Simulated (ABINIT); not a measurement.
A calculation with ABINIT 10.8.3 (patched build) of CuAu (native input, structure from a POSCAR):

run.abi

```
# Pseudopotentials
pp_dirpath "./"
pseudos "Au.GGA_PBE-JTH.xml, Cu.GGA_PBE-JTH.xml"

# Structure
structure "poscar:POSCAR"
natom 2

# Plane-wave basis
ecut 707.496042 eV
pawecutdg 48.0

# k points
kptopt 1
ngkpt 9 9 7
nshiftk 1
shiftk 0.0 0.0 0.0

# Exchange and correlation
ixc 11

# Bands and occupations
nband 19
occopt 3
tsmear 0.05 eV

# SCF cycle
nstep 100
tolvrs 1.0e-9

# Output
iomode 3
prtwf 0
prtden 0
prteig 0
prtebands 0
```

Contents of POSCAR:

```
CuAu
1.0
    2.8107494552      0.0000000000      0.0000000000
    0.0000000000      2.8107494552      0.0000000000
    0.0000000000      0.0000000000      3.6850000000
Au Cu
1 1
Direct
    0.0000000000      0.0000000000      0.0000000000  Au
    0.5000000000      0.5000000000      0.5000000000  Cu
```

Potentials or basis: JTH PAW PBE v2.0.

The run is started by

```sh
$ abinit run.abi > log 2>&1
```

Problem. Write the same calculation in another form: ASE script, structure from a P1 CIF.

Solution. As run:

run.py

```python
import json, os
import numpy as np
from ase.units import GPa
from ase.calculators.abinit import Abinit, AbinitProfile
from ase.io import read

atoms = read('CuAu.cif')

profile = AbinitProfile(command='abinit', pp_paths=[os.path.abspath('pseudos')])
params = dict(
    pps='pawxml', xc='PBE',
    ecut=707.496,
    pawecutdg=1306.1465,
    kptopt=1,
    ngkpt=[9, 9, 7],
    nshiftk=1,
    shiftk=[0.0, 0.0, 0.0],
    ixc=11,
    nband=19,
    occopt=3,
    tsmear=0.05,
    nstep=100,
    tolvrs=1e-09,
    prtwf=0,
    prtden=0,
)

atoms.calc = Abinit(profile=profile, directory='run', **params)
energy = atoms.get_potential_energy()
forces = atoms.get_forces()
stress = atoms.get_stress()
print(f'energy {energy:.6f} eV')
print('forces (eV/A)')
print(np.round(forces, 5))
print('stress (GPa, Voigt, tension positive)', np.round(stress / GPa, 4))
json.dump(dict(energy=energy, forces=forces.tolist(), stress=stress.tolist(), cell=atoms.cell.tolist(), frac=atoms.get_scaled_positions(wrap=False).tolist()), open('results.json', 'w'))
```

File CuAu.cif:

```cif
data_CuAu
_cell_length_a 2.81074946
_cell_length_b 2.81074946
_cell_length_c 3.68500000
_cell_angle_alpha 90.00000000
_cell_angle_beta 90.00000000
_cell_angle_gamma 90.00000000
_space_group_name_H-M_alt 'P1'
_space_group_name_Hall 'P 1'
_space_group_IT_number 1
loop_
_space_group_symop_operation_xyz
'x,y,z'
loop_
_atom_site_label
_atom_site_type_symbol
_atom_site_symmetry_multiplicity
_atom_site_Wyckoff_symbol
_atom_site_fract_x
_atom_site_fract_y
_atom_site_fract_z
_atom_site_occupancy
Au1 Au 1 a 0.0000000000 0.0000000000 0.0000000000 1
Cu1 Cu 1 a 0.5000000000 0.5000000000 0.5000000000 1
```

Potentials or basis: JTH PAW PBE v2.0.

Command:

```bash
$ python run.py
```

Both were run:

|  | native input, structure from a POSCAR | ASE script, structure from a P1 CIF |
| --- | --- | --- |
| Pressure | 4.7 GPa | 4.6 GPa |
| Band gap on the k mesh | none (metal or under the smearing width) | none (metal or under the smearing width) |
| Valence electrons inside the program's atomic spheres | Au 9.56; Cu 17.34 | Au 9.56; Cu 17.34 |

Keys that steer only the numerical path or the files written may differ.
